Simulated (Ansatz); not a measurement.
## Bi: do energies and stresses tell the same story?

Theory: DFT PBEsol, scalar-relativistic, plane waves, PAW (Ansatz 0.2.0).

Settings: cutoff 420 eV, Γ-centred mesh 12×12×12 on the computed 2-atom cell, Gaussian smearing of 0.10 eV; no spin polarisation.

Relaxed cell: R-3m, a = 4.525 Å, b = 4.525 Å, c = 11.653 Å, α = 90.00°, β = 90.00°, γ = 120.00°, 2 atoms in the primitive cell.

Energies at zero smearing and pressures from the stress tensor, at volumes with shape and atoms relaxed:
```csv
V (Å³/atom),E − E(first) (meV/atom),P (GPa)
32.366,0.00,2.88
33.399,-13.26,1.30
34.432,-17.27,0.00
35.465,-13.89,-1.02
36.498,-4.82,-1.74
```

Problem. Check P = −dE/dV between neighbouring volumes, and get the bulk modulus from the pressures alone.

Solution. With 1 eV/Å³ = 160.2 GPa:
```tsv
middle V (Å³/atom)	−ΔE/ΔV (GPa)	mean P (GPa)
32.882	2.056	2.092
33.915	0.622	0.650
34.948	-0.524	-0.509
35.981	-1.406	-1.378
```

The two differ by 0.04 GPa at most. The mean of two end pressures misses the average over a step by about ΔV² P″/12, up to 0.03 GPa here; with that taken off 0.01 GPa remains. Around V = 34.432 Å³/atom, the two neighbours give B = −V ΔP/ΔV = 34.432 × 2.32 / 2.066 = 38.6 GPa, against B0 = 37.7 GPa from the Birch–Murnaghan fit of the energies.

Spin–orbit coupling is left out, which can shift energies with elements as heavy as these.